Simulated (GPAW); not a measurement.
The system is BaTiO3.

```
Ba Ti O
1.0
     2.82737    1.63238    2.31839
    -2.82737    1.63238    2.31839
     0.00000   -3.26476    2.31839
Ba Ti O
1 1 3
Direct
  0.00000 0.00000 0.00000
  0.48450 0.48450 0.48450
  0.50860 0.01750 0.50860
  0.01750 0.50860 0.50860
  0.50860 0.50860 0.01750
```

Base run:

| Quantity | Value |
| --- | --- |
| Program | GPAW 26.7.0 |
| Functional | PBE |
| Potentials or basis | GPAW PAW data sets (gpaw-data 1.2.1) |
| Cutoff | 600 eV |
| Basis | pw |
| k mesh | 6 × 6 × 6 |
| Occupations | fermi-dirac, width 0.05 eV |
| Spin | no spin polarisation |

Its results: band gap on the k mesh 2.42 eV, indirect (least direct gap 2.80 eV); pressure 2.1 GPa; largest force 0.255 eV/Å.

**Question.** The run is repeated on the same cell with these changes: functional from PBE to r2SCAN; cutoff from 600 eV to 650 eV. What comes out?

**Answer.** Band gap on the k mesh 2.80 eV, indirect (least direct gap 3.19 eV); pressure 1.4 GPa; largest force 0.209 eV/Å.

r2SCAN gives the wider gap, since meta-GGAs in the generalised Kohn-Sham scheme recover part of the derivative discontinuity.

Caveats: the cutoff is short for stress and forces, so pressures can be off by a GPa or more; spin-orbit coupling is left out, which moves the levels of the heavy elements; the PAW data sets were made with another functional, which shifts forces and pressure a little (some runs).

A k mesh can miss the band edges.
